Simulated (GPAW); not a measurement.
# BaTiO3 (P4mm) in GPAW: single point with PBE

Aim: the single point of BaTiO3 with PBE.

All numbers are computed with GPAW 26.7.0; they aren't measurements. Logs are shortened: lines on timing, memory, paths and dates and some standing lists are left out, and cuts for length are marked. The log counts tension as positive stress, the text compression.

### Step 1. The crystal as given

The structure is tetragonal, space group P4mm (No. 99). The conventional cell has a = 4.000 Å, b = 4.000 Å, c = 4.018 Å, α = 90.00°, β = 90.00°, γ = 90.00°. Ba (site symmetry 4mm) has 12 O at 2.79 to 2.88 Å as nearest neighbours. Around Ti (site symmetry 4mm) lie 6 O at 1.89 to 2.13 Å. Around O (site symmetry 2mm) lie 2 Ti at 2.00 Å. O (site symmetry 4mm) has 2 Ti at 1.89 to 2.13 Å as nearest neighbours.

### Step 2. Single point, PBE

run.py reads:

```python
from ase.dft.bandgap import bandgap
from ase.io import read, write
from ase.units import Bohr, GPa
from gpaw import GPAW, PW
from gpaw.elf import elf_from_dft_calculation

atoms = read('BaTiO3.xyz')

calc = GPAW(mode=PW(800),
            xc='PBE',
            kpts={'size': (7, 7, 7), 'gamma': True},
            occupations={'name': 'methfessel-paxton', 'order': 0, 'width': 0.014},
            nbands=36,
            convergence={'density': 1e-05, 'energy': 1e-05},
            maxiter=150,
            txt='gpaw.txt')
atoms.calc = calc
energy = atoms.get_potential_energy()
forces = atoms.get_forces()
stress = atoms.get_stress()
calc.write('gs.gpw')
write('result.traj', atoms)
print(f'Energy: {energy:.6f} eV')
print('Forces (eV/A):')
print(forces.round(4))
print('Stress (GPa):', (stress / GPa).round(3))
print('Fermi level:', round(calc.get_fermi_level(), 4), 'eV')
print(f'Gap: {bandgap(calc)[0]:.4f} eV, direct: {bandgap(calc, direct=True)[0]:.4f} eV')

# fields on the real-space grid
write('density.cube', atoms, data=calc.get_pseudo_density() * Bohr**3)
write('potential.cube', atoms, data=calc.get_electrostatic_potential())
write('elf.cube', atoms, data=elf_from_dft_calculation(calc).data)
```

BaTiO3.xyz reads:

```xyz
5
Lattice="3.9998000000 0.0000000000 0.0000000000 0.0000000000 3.9998000000 0.0000000000 0.0000000000 0.0000000000 4.0180000000" Properties=species:S:1:pos:R:3 pbc="T T T"
Ba     0.0000000000      0.0000000000      0.0000000000
Ti     1.9999000000      1.9999000000      1.9688200000
O      0.0000000000      1.9999000000      2.0773060000
O      1.9999000000      0.0000000000      2.0773060000
O      1.9999000000      1.9999000000      0.0763420000
```

Potentials or basis: GPAW PAW data sets (gpaw-data 1.2.1), pw.

Command:

```console
$ OMP_NUM_THREADS=1 python run.py
```

gpaw.txt:

```text
__  _  _
 | _ |_)|_||  |
 |__||  | ||/\| - 26.7.0

Input parameters:
  mode=PW(ecut=800.0),
  convergence={'density': 1e-05, 'energy': 1e-05},
  kpts=MonkhorstPack(size=(7, 7, 7), gamma=True),
  maxiter=150,
  nbands=36,
  occupations=Occupations(name='methfessel-paxton', order=0, width=0.014),
  xc=XC(name='PBE')

Diagonalizing LCAO Hamiltonian
Converting LCAO to pw mode
   .---------.
  /|         |
 * |         |
 |O|         |
 | |  OTi    |
 | .---------.
 |/    O    /
 Ba--------*

Atoms  # Å, Bohr magnetons
|   | symbol |        x |        y |        z |    initial magnetic moments |
|---|--------|----------|----------|----------|-----------------------------|
| 0 |     Ba | 0.000000 | 0.000000 | 0.000000 | ( 0.0000,  0.0000,  0.0000) |
| 1 |     Ti | 1.999900 | 1.999900 | 1.968820 | ( 0.0000,  0.0000,  0.0000) |
| 2 |      O | 0.000000 | 1.999900 | 2.077306 | ( 0.0000,  0.0000,  0.0000) |
| 3 |      O | 1.999900 | 0.000000 | 2.077306 | ( 0.0000,  0.0000,  0.0000) |
| 4 |      O | 1.999900 | 1.999900 | 0.076342 | ( 0.0000,  0.0000,  0.0000) |

Unit cell  # Å
| periodic |        x |        y |        z |  lengths |    angles |
|----------|----------|----------|----------|----------|-----------|
|      yes | 3.999800 | 0.000000 | 0.000000 | 3.999800 | 90.000000 |
|      yes | 0.000000 | 3.999800 | 0.000000 | 3.999800 | 90.000000 |
|      yes | 0.000000 | 0.000000 | 4.018000 | 4.018000 | 90.000000 |

Number of symmetries: 8
Symmetry operations  # r_c * U_cc + t_c -> r_c
|   | kind |            matrix            |
|---|------|------------------------------|
| 0 |  E   |  1, 0, 0,  0, 1, 0,  0, 0, 1 |
| 1 |  σ   |  1, 0, 0,  0,-1, 0,  0, 0, 1 |
| 2 |  σ   |  0, 1, 0,  1, 0, 0,  0, 0, 1 |
| 3 |  C4  |  0, 1, 0, -1, 0, 0,  0, 0, 1 |
| 4 |  C4  |  0,-1, 0,  1, 0, 0,  0, 0, 1 |
| 5 |  σ   |  0,-1, 0, -1, 0, 0,  0, 0, 1 |
| 6 |  σ   | -1, 0, 0,  0, 1, 0,  0, 0, 1 |
| 7 |  C2  | -1, 0, 0,  0,-1, 0,  0, 0, 1 |

BZ-sampling:
  Number of BZ points: 343
  Number of IBZ points: 40

  Monkhorst-Pack size: [7, 7, 7]
  Monkhorst-Pack shift: [0, 0, 0]

K-points  # in reciprocal-cell coordinates
|     |                                coordinates |     weight |
|-----|--------------------------------------------|------------|
|   0 | (  0.00000000,   0.00000000,   0.00000000) | 0.00291545 |
|   1 | (  0.00000000,   0.00000000,   0.14285714) | 0.00583090 |
|   2 | (  0.00000000,   0.00000000,   0.28571429) | 0.00583090 |
|   3 | (  0.00000000,   0.00000000,   0.42857143) | 0.00583090 |
|   4 | (  0.14285714,   0.00000000,   0.00000000) | 0.01166181 |
|   5 | (  0.14285714,   0.00000000,   0.14285714) | 0.02332362 |
|   6 | (  0.14285714,   0.00000000,   0.28571429) | 0.02332362 |
|   7 | (  0.14285714,   0.00000000,   0.42857143) | 0.02332362 |
|   8 | (  0.14285714,   0.14285714,   0.00000000) | 0.01166181 |
|   9 | (  0.14285714,   0.14285714,   0.14285714) | 0.02332362 |
| ... |                                            |            |
|  39 | (  0.42857143,   0.42857143,   0.42857143) | 0.02332362 |

Plane wave coefficients: 3322
Cutoff: 800.0 eV

Spin-components: 1 (collinear spins)
Bands:           36
Projectors:      27
Spin-degeneracy: 2
Datatype:        complex128

Parallelization:
  kpt:    1
  domain: 1
  band:   1

Density:
  Valence electrons: 40.0
  Components: 1
  Grid points: [27 27 27]
  Charge: 0.0  # |e|

Potential:
  Grid points: [27 27 27]

species:
  Ba:
    name:    Barium
    Z:       56.0
    valence: 10
    core:    46
    charge:  0.0  # [|e|]
    compensation charges:
      type: gauss
      rc: 0.37  # [Å]
      lmax: 2
    cutoffs:
      filter: 2.06  # [Å]
      core: 2.33  # [Å]
    projectors
    | kind |    occ | energy [eV] | rcut [Å] |
    |------|--------|-------------|----------|
    |   5s |  2.000 |     -33.644 |    1.164 |
    |   6s |  2.000 |      -3.229 |    1.164 |
    |   5p |  6.000 |     -18.744 |    1.164 |
    |    p |        |       0.000 |    1.164 |
    |    d |        |       0.000 |    1.164 |
    |    d |        |      27.211 |    1.164 |

    Using partial waves for Ba as LCAO basis

  Ti:
    name:    Titanium
    Z:       22.0
    valence: 12
    core:    10
    charge:  0.0  # [|e|]
    compensation charges:
      type: gauss
      rc: 0.38  # [Å]
      lmax: 2
    cutoffs:
      filter: 2.23  # [Å]
      core: 1.02  # [Å]
    projectors
    | kind |    occ | energy [eV] | rcut [Å] |
    |------|--------|-------------|----------|
    |   3s |  2.000 |     -62.623 |    1.270 |
    |   4s |  2.000 |      -4.466 |    1.270 |
    |   3p |  6.000 |     -38.862 |    1.058 |
    |   4p |  0.000 |      -1.466 |    1.058 |
    |   3d |  2.000 |      -4.258 |    1.058 |
    |    d |        |      22.953 |    1.058 |

    Using partial waves for Ti as LCAO basis

  O:
    name:    Oxygen
    Z:       8.0
    valence: 6
    core:    2
    charge:  0.0  # [|e|]
    compensation charges:
      type: gauss
      rc: 0.21  # [Å]
      lmax: 2
    cutoffs:
      filter: 1.17  # [Å]
      core: 0.83  # [Å]
    projectors
    | kind |    occ | energy [eV] | rcut [Å] |
    |------|--------|-------------|----------|
    |   2s |  2.000 |     -23.961 |    0.688 |
    |   2p |  4.000 |      -9.029 |    0.598 |
    |    s |        |       3.251 |    0.688 |
    |    p |        |      18.182 |    0.598 |
    |    d |        |       0.000 |    0.619 |

    Using partial waves for O as LCAO basis

Reference energy: -250624.413696  # eV

eigensolver:
  PPCG
  Converge bands: occupied
  niter=2

density mixing:
  MSR1-Mixer
  Pratt-step length: 0.05
  Maximum mixing coefficient: 0.75
  Old densities: 10
  SVD Regularization: 0.005
  Good broyden scale: 1.0
  Trust region scale: 1.0
  Backstep threshold: 4.0
  History deletion threshold: 6.0
  Fourier metric: weight=20.0, sigma=0.015

occupation numbers:
  Methfessel-Paxton:
    width: 0.0140  # eV
    order: 0

poisson solver:
  ecut: 6400.0  # eV

xc functional:
  name: PBE with 2 nearest neighbor stencil

convergence criteria:
- Maximum integral of absolute [dens]ity change: 1e-05 electrons / valence electron
- Maximum [total energy] change in last 3 cyles: 1e-05 eV / valence electron
- Maximum integral of absolute [eigenst]ate change: 4e-08 eV^2 / valence electron
maximum number of iterations: 150

SCF iterations
|iter     | |      energy | eigst |  dens |
|---------|-|-------------|-------|-------|
|iter:   1| |  -44.838871 | +0.24 |       |
|iter:   2| |  -43.118236 | -1.44 | -0.87 |
|iter:   3| |  -39.745000 | -0.89 | -0.94 |
|iter:   4| |  -39.547160 | -2.13 | -1.45 |
|iter:   5| |  -39.514154 | -2.82 | -1.62 |
|iter:   6| |  -39.520908 | -3.40 | -1.95 |
|iter:   7| |  -39.520894 | -4.45 | -2.70 |
|iter:   8| |  -39.520901c| -5.16 | -2.98 |
|iter:   9| |  -39.520909c| -6.29 | -3.51 |
|iter:  10| |  -39.520910c| -7.45c| -4.00 |
|iter:  11| |  -39.520910c| -8.00c| -4.96 |
|iter:  12| |  -39.520910c| -8.50c| -5.42c|

Converged in 12 steps
Energy contributions relative to reference atoms: (reference = -250624.413696)

Energy contributions:
  Kinetic:          45.867910
  Coulomb:         -48.340548
  Zero:              0.818052
  External:          0.000000
  Xc:              -37.866324
  Entropy:           0.000000
  Spinorbit:         0.000000
  ----------------------------
  Free energy:     -39.520910
  Extrapolated:    -39.520910

dipole moment: (-35.421375, -35.421375, -33.885591)  # |e|*Ang

Fermi level: 8.522
Eigenvalues  # (at kpt = [0.000, 0.000, 0.000])
| band index |      eig [eV] | occ [0-2] |
|------------|---------------|-----------|
|          0 |       -48.862 |     2.000 |
|        ... |               |           |
|         12 |         5.356 |     2.000 |
|         13 |         5.356 |     2.000 |
|         14 |         6.442 |     2.000 |
|         15 |         6.442 |     2.000 |
|         16 |         6.534 |     2.000 |
|         17 |         7.381 |     2.000 |
|         18 |         7.396 |     2.000 |
|         19 |         7.396 |     2.000 |
|         20 |         9.488 |     0.000 |
|         21 |         9.700 |     0.000 |
|         22 |         9.700 |     0.000 |
|         23 |        11.681 |     0.000 |
|         24 |        11.777 |     0.000 |
|         25 |        12.696 |     0.000 |
|         26 |        12.761 |     0.000 |
|         27 |        15.014 |     0.000 |
|        ... |               |           |
|         35 |        27.479 |     0.000 |

Gap: 1.907 eV
Transition (v -> c):
  (s=0, k=39, n=19, [0.43, 0.43, 0.43]) -> (s=0, k=0, n=20, [0.00, 0.00, 0.00])
Direct/indirect transitions are different
Direct gap: 2.091 eV
Transition at: (s=0, k=0, n=19, [0.00, 0.00, 0.00])

Forces  # eV/Ang
|        x |       y |        z |
|----------|---------|----------|
|  0.00000 | 0.00000 |  0.06140 |  # Ba   0
|  0.00000 | 0.00000 | -0.09029 |  # Ti   1
|  0.00000 | 0.00000 | -0.11006 |  # O    2
| -0.00000 | 0.00000 | -0.11006 |  # O    3
|  0.00000 | 0.00000 |  0.24969 |  # O    4

Stress tensor  # eV/Ang^3
|         x |         y |         z |
|-----------|-----------|-----------|
| -0.021521 |  0.000000 |  0.000000 |
|  0.000000 | -0.021521 |  0.000000 |
|  0.000000 |  0.000000 | -0.027414 |

# Writing to gs.gpw (mode='')
```

It took 1.8 min on 1 thread of Arm Neoverse V1, shared host; peak memory 0.28 GiB.

Results:

- Free energy: -39.5209 eV
- Pressure: 3.8 GPa
- Largest force: 0.250 eV/Å
- Band gap on the k mesh: 1.91 eV, indirect (least direct gap 2.09 eV)

Forces in eV/Å, atoms in the order of the input:
```
Ba   0.000  0.000  0.061
Ti   0.000  0.000 -0.090
O    0.000  0.000 -0.110
O    0.000  0.000 -0.110
O    0.000  0.000  0.250
```

Stress tensor (GPa, compression positive):
```
3.45 0.00 0.00
0.00 3.45 0.00
0.00 0.00 4.39
```

Caveat: spin-orbit coupling is left out, which moves the levels of the heavy elements; an odd mesh through Γ misses points on the zone boundary, where band edges often lie.
